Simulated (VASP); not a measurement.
Write the native input for VASP 6.6.1 that does the following.

```yaml
Task: single point
Functional: PBE
Dispersion: D3(BJ)
Potentials_or_basis: VASP PAW PBE potentials, release 64 (Sn_d, Te)
Cutoff: 520 eV
k_mesh: 12 × 12 × 12
Occupations: gaussian, width 0.15 eV
Spin: no spin polarisation
Dipole_correction: no
Further_INCAR_settings: ALGO = Fast; EDIFF = 1e-06; NBANDS = 17
```

The structure of SnTe lies in POSCAR:

```
SnTe
1.0
    3.5923240000      0.0000000000      0.0000000000
    0.0000000000      3.5923240000      0.0000000000
    0.0000000000      0.0000000000      3.5923240000
Sn Te
1 1
Direct
    0.0000000000      0.0000000000      0.0000000000
    0.5000000000      0.5000000000      0.5000000000
```

Measurements of this composition are mostly on another form, of space group No. 225.

The cell isn't the ideal one: strain -0.080 along x and y, -0.080 along z, atoms carried along.

The input as run:

INCAR

```
  PREC = Accurate
  ENCUT = 520
  EDIFF = 1E-6
  ISMEAR = 0
  SIGMA = 0.15
  LREAL = F
  LASPH = T
  NELM = 100
  ALGO = Fast
  ISIF = 2
  LWAVE = F
  LCHARG = F
  GGA = PE
  IVDW = 12
  NBANDS = 17
```

KPOINTS

```
Automatic mesh
0
Gamma
  12 12 12
```

Potentials or basis: VASP PAW PBE potentials, release 64 (Sn_d, Te).

Command:

```sh
$ cat potpaw_PBE.64/Sn_d/POTCAR potpaw_PBE.64/Te/POTCAR > POTCAR
$ mpirun -np 1 vasp_std > vasp.out
```

Results of the run:

The pressure is 13.0 GPa and the band gap on the k mesh is none (metal or under the smearing width). The dispersion energy per atom is -0.536 eV.

Caveat: pairwise dispersion overbinds metals, which lowers pressure and volume.

Wall time 46 s on 1 thread of Intel(R) Xeon(R) 6975P-C (Granite Rapids) (shared host), peak memory 0.21 GiB.
